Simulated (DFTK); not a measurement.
# Pt (Fm-3m) in DFTK: further runs

Aim: see how the results for Pt move with the level of theory and the settings. Levels: PBEsol, RPBE, BLYP. Tasks: band structure.

Program: DFTK 0.8.2. These are calculated values, not measurements. Logs are shortened: lines on timing, memory, paths and dates and some standing lists are left out, and cuts for length are marked.

### Step 1. The structure

Symmetry: Fm-3m, No. 225, cubic system. Conventional cell: a = 3.922 Å, b = 3.922 Å, c = 3.922 Å, α = 90.00°, β = 90.00°, γ = 90.00°. Pt (site symmetry m-3m) has 12 Pt at 2.77 Å as nearest neighbours.

### Step 2. Band structure, PBEsol

File run.jl:

```julia
using DFTK
using PseudoPotentialData
using Unitful, UnitfulAtomic
using LinearAlgebra, Printf
include("save.jl")
disable_threading()

# lattice vectors are the columns
lattice = austrip(1u"Å") * [           0.0         1.9609         1.9609;
                   1.9609            0.0         1.9609;
                   1.9609         1.9609            0.0]
symbols   = [:Pt]
positions = [[0.0, 0.0, 0.0]]
pseudopotentials = Dict(:Pt => "Pt.upf")
elements = Dict(s => ElementPsp(s, pseudopotentials; rcut=10.0) for s in unique(symbols))
atoms    = [elements[s] for s in symbols]

build_model(lattice, positions; symmetries=true) =
    model_DFT(lattice, atoms, positions;
              functionals=PBEsol(),
              temperature=austrip(0.05u"eV"),
              smearing=Smearing.FermiDirac(),
              symmetries)
Ecut  = 45.0  # hartree
kgrid = [12, 12, 12]
tol   = 1e-6
to_GPa = ustrip(uconvert(u"GPa", 1u"hartree/bohr^3"))

model = build_model(lattice, positions)
basis = PlaneWaveBasis(model; Ecut, kgrid)
display(basis)
scfres = self_consistent_field(basis;
                               tol,
                               nbandsalg=AdaptiveBands(model; n_bands_converge=14))
display(scfres.energies)
@printf "Fermi level: %.6f eV\n" ustrip(auconvert(u"eV", something(scfres.εF, NaN)))
forces = compute_forces_cart(scfres)
println("Forces (eV/Å)")
for (s, f) in zip(symbols, forces)
    @printf "%-3s %12.6f %12.6f %12.6f\n" s ustrip.(auconvert.(u"eV/Å", f))...
end
stress = compute_stresses_cart(scfres)
println("Stress (GPa)")
display(round.(stress * to_GPa; digits=4))
println("Levels at the first k-point (eV): ", round.(ustrip.(auconvert.(u"eV", scfres.eigenvalues[1][1:scfres.n_bands_converge])); digits=4))
save_scf!(scfres; forces, stress)

points = Dict("G" => [0.0, 0.0, 0.0], "K" => [0.375, 0.375, 0.75], "L" => [0.5, 0.5, 0.5], "U" => [0.625, 0.25, 0.625], "W" => [0.5, 0.25, 0.75], "X" => [0.5, 0.0, 0.5])
segments = [("G", "X", 7), ("X", "W", 4), ("W", "K", 3), ("K", "G", 7), ("G", "L", 6), ("L", "U", 4), ("U", "W", 3), ("W", "L", 5), ("L", "K", 4), ("U", "X", 3)]
kcoords = vcat([[points[a] + t * (points[b] - points[a]) for t in range(0, 1, n)] for (a, b, n) in segments]...)
bands = compute_bands(scfres, ExplicitKpoints(kcoords); n_bands=16, tol=1e-5)
for (k, ε) in zip(bands.basis.kpoints, bands.eigenvalues)
    @printf "%d %8.4f %8.4f %8.4f " k.spin k.coordinate...
    println(join([@sprintf("%9.4f", e) for e in ustrip.(auconvert.(u"eV", ε .- scfres.εF))]))
end
results["band_energies"] = rows(bands.eigenvalues); results["band_kpoints"] = rows(kcoords)
```

Potentials or basis: SG15 1.2 (PBE).

On the command line:

```
$ julia --threads=1 run.jl  # save.jl only writes the numbers to a file and isn't shown; printed stress counts tension as positive; times include loading and compiling
```

The program printed:

```text
PlaneWaveBasis discretization:

    Ecut                 : 45.0 Ha
    fft_size             : (36, 36, 36), 46656 total points
    kgrid                : MonkhorstPack([12, 12, 12])
    num.   red. kpoints  : 1728
    num. irred. kpoints  : 72

    Discretized Model(gga_x_pbe_sol+gga_c_pbe_sol, 3D):
        lattice (in Bohr)    : [0         , 3.70556   , 3.70556   ]
                               [3.70556   , 0         , 3.70556   ]
                               [3.70556   , 3.70556   , 0         ]
        unit cell volume     : 101.76 Bohr³

        atoms                : Pt
        atom potentials      : ElementPsp(:Pt, "Pt.upf")

        num. electrons       : 18
        spin polarization    : none
        temperature          : 0.0018375 Ha
        smearing             : DFTK.Smearing.FermiDirac()

        terms                : Kinetic()
                               AtomicLocal()
                               AtomicNonlocal()
                               Ewald(nothing)
                               PspCorrection()
                               Hartree()
                               Xc(gga_x_pbe_sol, gga_c_pbe_sol)
                               Entropy()
n     Energy            log10(ΔE)   log10(Δρ)   Diag   Δtime
---   ---------------   ---------   ---------   ----   ------
  1   -121.2205250728                   -1.22    5.1    5.81s
  2   -121.2227632031       -2.65       -1.63    1.0    3.09s
  3   -121.2231367253       -3.43       -2.29    2.0    3.43s
  4   -121.2231425493       -5.23       -3.05    2.1    3.36s
  5   -121.2231428541       -6.52       -3.71    2.6    3.05s
  6   -121.2231428835       -7.53       -4.38    2.5    3.47s
  7   -121.2231428844       -9.06       -4.86    2.7    3.54s
  8   -121.2231428845       -9.83       -5.49    2.1    3.28s
  9   -121.2231428845      -11.06       -6.63    2.4    3.66s
Energy breakdown (in Ha):
    Kinetic             37.0003247
    AtomicLocal         -81.3359633
    AtomicNonlocal      10.8964929
    Ewald               -100.2205959
    PspCorrection       4.2058016
    Hartree             19.7538440
    Xc                  -11.5224676
    Entropy             -0.0005792

    total               -121.223142884535
Fermi level: 16.954927 eV
Forces (eV/Å)
Pt     -0.000000     0.000000     0.000000
Stress (GPa)
3×3 StaticArraysCore.SMatrix{3, 3, Float64, 9} with indices SOneTo(3)×SOneTo(3):
 -0.6564   0.0      0.0
  0.0     -0.6564   0.0
  0.0      0.0     -0.6564
Levels at the first k-point (eV): [-81.801, -35.6021, -35.6021, -35.6021, 6.5283, 13.1024, 13.1024, 13.1024, 15.2985, 15.2985, 31.4051, 36.3463, 36.3463, 36.3463]
1   0.0000   0.0000   0.0000  -98.7559 -52.5571 -52.5571 -52.5571 -10.4267  -3.8525  -3.8525  -3.8525  -1.6565  -1.6565  14.4502  19.3914  19.3914  19.3914  24.7199  31.7407
1   0.0833   0.0000   0.0833  -98.7530 -52.5888 -52.5692 -52.5692 -10.0536  -4.0981  -3.6584  -3.6584  -1.9300  -1.5570  15.0345  18.4973  19.4497  19.4497  26.8351  28.9575
1   0.1667   0.0000   0.1667  -98.7449 -52.6742 -52.6023 -52.6023  -9.0087  -4.7155  -3.0874  -3.0874  -2.5915  -1.2779  16.6184  17.5830  19.0067  19.0067  25.9019  26.5644
1   0.2500   0.0000   0.2500  -98.7340 -52.7884 -52.6473 -52.6473  -7.6453  -5.4604  -3.0806  -2.1837  -2.1837  -0.8771  16.9885  16.9885  17.3412  18.7879  20.8093  26.8540
1   0.3333   0.0000   0.3333  -98.7230 -52.8996 -52.6921 -52.6921  -6.9346  -6.1204  -2.2431  -1.0607  -1.0607  -0.4505  14.2888  14.2888  15.0179  18.8092  20.9986  29.1769
1   0.4167   0.0000   0.4167  -98.7150 -52.9792 -52.7248 -52.7248  -7.0605  -6.5618  -0.1193   0.0067   0.0067   0.0183  10.9011  12.0920  12.0920  19.5388  22.6443  28.7394
[... 38 lines left out ...]
1   0.5625   0.1250   0.5625  -98.7121 -52.9878 -52.7670 -52.7269  -6.9134  -6.4298  -1.2428  -0.4324   0.3115   3.7275   7.7095  10.7739  12.1477  20.7713  23.4871  27.8170
1   0.5000   0.0000   0.5000  -98.7120 -53.0080 -52.7367 -52.7367  -7.1888  -6.7159   0.0063   0.4878   0.4878   1.5946   8.7386  11.2140  11.2140  19.9678  23.2480  28.1991
```

Run time: 99 s. Hardware: 1 thread of Intel Xeon 6975P-C (Granite Rapids), shared host; peak memory 1.7 GiB.

Results:

| Property | Result |
| --- | --- |
| Free energy | -3298.6498 eV |
| Pressure | 0.7 GPa |
| Band gap on the k mesh | none (metal or under the smearing width) |

Levels at the corners of the path, in eV from the Fermi level:
```
point  band 7  band 8  band 9  band 10  band 11  band 12
    Γ   -3.85   -3.85   -1.66    -1.66    14.45    19.39
    X    0.01    0.49    0.49     1.59     8.74    11.21
    W   -4.64   -2.06    0.49     6.95     8.15     8.15
    K   -2.95   -1.35   -0.19     5.56     6.62    10.01
    Γ   -3.85   -3.85   -1.66    -1.66    14.45    19.39
    L   -3.91   -0.66    0.03     0.03     5.74    14.02
    U   -2.95   -1.35   -0.19     5.56     6.62    10.01
    W   -4.64   -2.06    0.49     6.95     8.15     8.15
    L   -3.91   -0.66    0.03     0.03     5.74    14.02
    K   -2.95   -1.35   -0.19     5.56     6.62    10.01
    U   -2.95   -1.35   -0.19     5.56     6.62    10.01
    X    0.01    0.49    0.49     1.59     8.74    11.21
```

Caveat: the potentials were made for another functional, which shifts forces and pressure; spin-orbit coupling is left out, which moves the levels of the heavy elements.

### Step 3. Band structure, RPBE

Edit run.jl of step 2 so:

```diff
@@ -19,3 +19,3 @@
     model_DFT(lattice, atoms, positions;
-              functionals=PBEsol(),
+              functionals=[:gga_x_rpbe, :gga_c_pbe],
               temperature=austrip(0.05u"eV"),
```

Potentials or basis: SG15 1.2 (PBE).

On the command line:

```
$ julia --threads=1 run.jl  # save.jl only writes the numbers to a file and isn't shown; printed stress counts tension as positive; times include loading and compiling
```

The program printed:

```text
PlaneWaveBasis discretization:

    Ecut                 : 45.0 Ha
    fft_size             : (36, 36, 36), 46656 total points
    kgrid                : MonkhorstPack([12, 12, 12])
    num.   red. kpoints  : 1728
    num. irred. kpoints  : 72

    Discretized Model(gga_x_rpbe+gga_c_pbe, 3D):
        lattice (in Bohr)    : [0         , 3.70556   , 3.70556   ]
                               [3.70556   , 0         , 3.70556   ]
                               [3.70556   , 3.70556   , 0         ]
        unit cell volume     : 101.76 Bohr³

        atoms                : Pt
        atom potentials      : ElementPsp(:Pt, "Pt.upf")

        num. electrons       : 18
        spin polarization    : none
        temperature          : 0.0018375 Ha
        smearing             : DFTK.Smearing.FermiDirac()

        terms                : Kinetic()
                               AtomicLocal()
                               AtomicNonlocal()
                               Ewald(nothing)
                               PspCorrection()
                               Hartree()
                               Xc(gga_x_rpbe, gga_c_pbe)
                               Entropy()
n     Energy            log10(ΔE)   log10(Δρ)   Diag   Δtime
---   ---------------   ---------   ---------   ----   ------
  1   -121.3240272046                   -1.32    5.2    5.83s
  2   -121.3244863808       -3.34       -1.69    1.0    3.02s
  3   -121.3245591086       -4.14       -2.37    2.1    3.90s
  4   -121.3245636359       -5.34       -3.15    2.3    4.09s
  5   -121.3245639809       -6.46       -3.64    2.8    3.89s
  6   -121.3245640079       -7.57       -4.05    2.0    2.37s
  7   -121.3245640102       -8.64       -4.98    2.0    3.51s
  8   -121.3245640103       -9.91       -5.31    3.3    4.03s
  9   -121.3245640103      -10.78       -5.82    1.5    2.84s
 10   -121.3245640103      -11.70       -6.60    2.2    3.31s
Energy breakdown (in Ha):
    Kinetic             37.1679443
    AtomicLocal         -81.6383714
    AtomicNonlocal      10.8891289
    Ewald               -100.2205959
    PspCorrection       4.2058016
    Hartree             19.9235236
    Xc                  -11.6514279
    Entropy             -0.0005671

    total               -121.324564010350
Fermi level: 17.082703 eV
Forces (eV/Å)
Pt      0.000000     0.000000     0.000000
Stress (GPa)
3×3 StaticArraysCore.SMatrix{3, 3, Float64, 9} with indices SOneTo(3)×SOneTo(3):
 -15.128   -0.0      0.0
  -0.0    -15.128    0.0
   0.0      0.0    -15.128
Levels at the first k-point (eV): [-81.6103, -35.5198, -35.5198, -35.5198, 6.8563, 13.2788, 13.2788, 13.2788, 15.4294, 15.4294, 31.6907, 36.6546, 36.6546, 36.6546]
1   0.0000   0.0000   0.0000  -98.6930 -52.6025 -52.6025 -52.6025 -10.2264  -3.8039  -3.8039  -3.8039  -1.6533  -1.6533  14.6080  19.5719  19.5719  19.5719  24.8732  31.8125
1   0.0833   0.0000   0.0833  -98.6901 -52.6338 -52.6145 -52.6145  -9.8541  -4.0461  -3.6111  -3.6111  -1.9217  -1.5552  15.1851  18.6655  19.6263  19.6263  26.9939  29.0884
1   0.1667   0.0000   0.1667  -98.6821 -52.7182 -52.6472 -52.6472  -8.8130  -4.6559  -3.0445  -3.0445  -2.5679  -1.2797  16.7492  17.7293  19.1696  19.1696  26.1045  26.7228
1   0.2500   0.0000   0.2500  -98.6712 -52.8309 -52.6916 -52.6916  -7.4686  -5.3929  -3.0245  -2.1490  -2.1490  -0.8843  17.1440  17.1440  17.4512  18.8888  21.0197  27.0298
1   0.3333   0.0000   0.3333  -98.6602 -52.9408 -52.7359 -52.7359  -6.8103  -6.0469  -2.1222  -1.0395  -1.0395  -0.4640  14.4541  14.4541  15.1517  18.9686  21.0623  29.3559
1   0.4167   0.0000   0.4167  -98.6522 -53.0196 -52.7682 -52.7682  -6.9639  -6.4847  -0.1381   0.0098   0.0098   0.1786  11.0490  12.2750  12.2750  19.6572  22.6739  28.9288
[... 38 lines left out ...]
1   0.5625   0.1250   0.5625  -98.6493 -53.0280 -52.8100 -52.7704  -6.8254  -6.3515  -1.1815  -0.4426   0.3066   3.8335   7.8945  10.8975  12.3310  20.8799  23.5464  28.0023
1   0.5000   0.0000   0.5000  -98.6493 -53.0480 -52.7800 -52.7800  -7.0973  -6.6376  -0.0145   0.4800   0.4800   1.7693   8.8817  11.4078  11.4078  20.0737  23.2637  28.3917
```

Wall time 1.7 min (1 thread of Intel Xeon 6975P-C (Granite Rapids), shared host); peak memory 1.7 GiB.

Results:

* Free energy: -3301.4096 eV
* Pressure: 15.1 GPa
* Band gap on the k mesh: none (metal or under the smearing width)

Levels at the corners of the path, in eV from the Fermi level:
```tsv
point	band 6	band 7	band 8	band 9	band 10	band 11	band 12	band 13
Γ	-3.80	-3.80	-3.80	-1.65	-1.65	14.61	19.57	19.57
X	-6.64	-0.01	0.48	0.48	1.77	8.88	11.41	11.41
W	-4.57	-4.57	-2.02	0.48	7.13	8.28	8.28	12.03
K	-5.49	-2.87	-1.34	-0.19	5.75	6.72	10.10	14.69
Γ	-3.80	-3.80	-3.80	-1.65	-1.65	14.61	19.57	19.57
L	-3.87	-3.87	-0.49	0.02	0.02	5.84	14.18	18.97
U	-5.49	-2.87	-1.34	-0.19	5.75	6.72	10.10	14.69
W	-4.57	-4.57	-2.02	0.48	7.13	8.28	8.28	12.03
L	-3.87	-3.87	-0.49	0.02	0.02	5.84	14.18	18.97
K	-5.49	-2.87	-1.34	-0.19	5.75	6.72	10.10	14.69
U	-5.49	-2.87	-1.34	-0.19	5.75	6.72	10.10	14.69
X	-6.64	-0.01	0.48	0.48	1.77	8.88	11.41	11.41
```

Caveat: the potentials were made for another functional, which shifts forces and pressure; spin-orbit coupling is left out, which moves the levels of the heavy elements.

### Step 4. Band structure, BLYP

Edit run.jl of step 3 so:

```diff
@@ -19,3 +19,3 @@
     model_DFT(lattice, atoms, positions;
-              functionals=[:gga_x_rpbe, :gga_c_pbe],
+              functionals=[:gga_x_b88, :gga_c_lyp],
               temperature=austrip(0.05u"eV"),
```

On the command line:

```
$ julia --threads=1 run.jl  # save.jl only writes the numbers to a file and isn't shown; printed stress counts tension as positive; times include loading and compiling
```

Wall time 96 s (1 thread of Intel Xeon 6975P-C (Granite Rapids), shared host); peak memory 1.7 GiB.

The run converged. Its results:

```
Free energy            : -3297.0085 eV
Pressure               : 26.7 GPa
Band gap on the k mesh : none (metal or under the smearing width)
```

Levels at the corners of the path, in eV from the Fermi level:
| point | band 5 | band 6 | band 7 | band 8 | band 9 | band 10 | band 11 | band 12 | band 13 | band 14 |
| --- | --- | --- | --- | --- | --- | --- | --- | --- | --- | --- |
| Γ | -10.06 | -3.80 | -3.80 | -3.80 | -1.68 | -1.68 | 14.95 | 19.73 | 19.73 | 19.73 |
| X | -7.01 | -6.58 | -0.03 | 0.48 | 0.48 | 1.97 | 8.85 | 11.50 | 11.50 | 20.49 |
| W | -5.60 | -4.51 | -4.51 | -2.02 | 0.49 | 7.09 | 8.40 | 8.40 | 12.27 | 24.63 |
| K | -6.22 | -5.41 | -2.80 | -1.35 | -0.18 | 5.77 | 6.85 | 10.24 | 14.76 | 20.30 |
| Γ | -10.06 | -3.80 | -3.80 | -3.80 | -1.68 | -1.68 | 14.95 | 19.73 | 19.73 | 19.73 |
| L | -7.26 | -3.87 | -3.87 | -0.23 | 0.02 | 0.02 | 5.84 | 14.54 | 19.00 | 19.00 |
| U | -6.22 | -5.41 | -2.80 | -1.35 | -0.18 | 5.77 | 6.85 | 10.24 | 14.76 | 20.30 |
| W | -5.60 | -4.51 | -4.51 | -2.02 | 0.49 | 7.09 | 8.40 | 8.40 | 12.27 | 24.63 |
| L | -7.26 | -3.87 | -3.87 | -0.23 | 0.02 | 0.02 | 5.84 | 14.54 | 19.00 | 19.00 |
| K | -6.22 | -5.41 | -2.80 | -1.35 | -0.18 | 5.77 | 6.85 | 10.24 | 14.76 | 20.30 |
| U | -6.22 | -5.41 | -2.80 | -1.35 | -0.18 | 5.77 | 6.85 | 10.24 | 14.76 | 20.30 |
| X | -7.01 | -6.58 | -0.03 | 0.48 | 0.48 | 1.97 | 8.85 | 11.50 | 11.50 | 20.49 |

Caveat: the potentials were made for another functional, which shifts forces and pressure; spin-orbit coupling is left out, which moves the levels of the heavy elements.

### Step 5. Overview

| level | gap on the mesh (eV) | pressure (GPa) |
| --- | --- | --- |
| PBEsol | none | 0.7 |
| RPBE | none | 15.1 |
| BLYP | none | 26.7 |

Alike in all rows: task band structure; potentials or basis SG15 1.2 (PBE); no spin polarisation; cell as given; k mesh 12 × 12 × 12; cutoff (eV) 1225; smearing fermi-dirac 0.05 eV.

Every run on the cell as given and a fine mesh finds a metal. The pressure there spans 0.7 GPa (PBEsol) to 26.7 GPa (BLYP); a positive pressure means that this level wants a larger cell, a negative one a smaller.

Caveats: the potentials were made for another functional, which shifts forces and pressure; spin-orbit coupling is left out, which moves the levels of the heavy elements.

Total energies depend on the potentials used, so only differences within one code and one set of settings carry meaning.
